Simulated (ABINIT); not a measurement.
**Si2W: single point with PBEsol**

Si2W:

```
W Si
1.0
    -1.60690    1.60690    3.91495
     1.60690   -1.60690    3.91495
     1.60690    1.60690   -3.91495
W Si
1 2
Direct
  0.00000 0.00000 0.00000
  0.66530 0.66530 0.00000
  0.33470 0.33470 0.00000
```

```yaml
Program: ABINIT 10.8.3 (patched build)
Task: single point
Functional: PBEsol
Potentials_or_basis: JTH PAW PBE v2.0
Cutoff: 408 eV
k_mesh: 10 × 10 × 10
Occupations: fermi-dirac, width 0.05 eV
Spin: no spin polarisation
Fine-grid_cutoff: 816.342 eV
Exchange_and_correlation_inside_the_PAW_spheres: full angular mesh (pawxcdev 0, this build's default; the released program takes 1)
```

```yaml
Band_gap_on_the_k_mesh: none (metal or under the smearing width)
Valence_electrons_inside_the_program's_atomic_spheres: W 11.88; Si 1.55
```

Levels at points of the mesh, in eV from the Fermi level:
```tsv
k point	band 7	band 8	band 9	band 10	band 11	band 12	band 13	band 14	band 15
(0.00, 0.00, 0.00)	-3.73	-3.35	-2.84	-2.84	0.62	2.77	2.98	3.11	3.11
(0.50, 0.00, 0.00)	-5.75	-4.85	-2.79	-2.77	-0.43	2.69	2.82	3.98	4.42
(0.50, 0.50, 0.00)	-6.01	-5.48	-5.02	-3.26	-1.75	2.83	2.96	3.12	3.93
(0.50, 0.50, 0.50)	-3.87	-2.58	-0.83	-0.83	-0.50	-0.50	0.79	4.53	4.87
```

Wall time 95 s on 1 thread of Intel(R) Xeon(R) 6975P-C (Granite Rapids), on a shared host, peak memory 0.15 GiB.

 The run has no spin-orbit coupling, so splittings on W are missing.
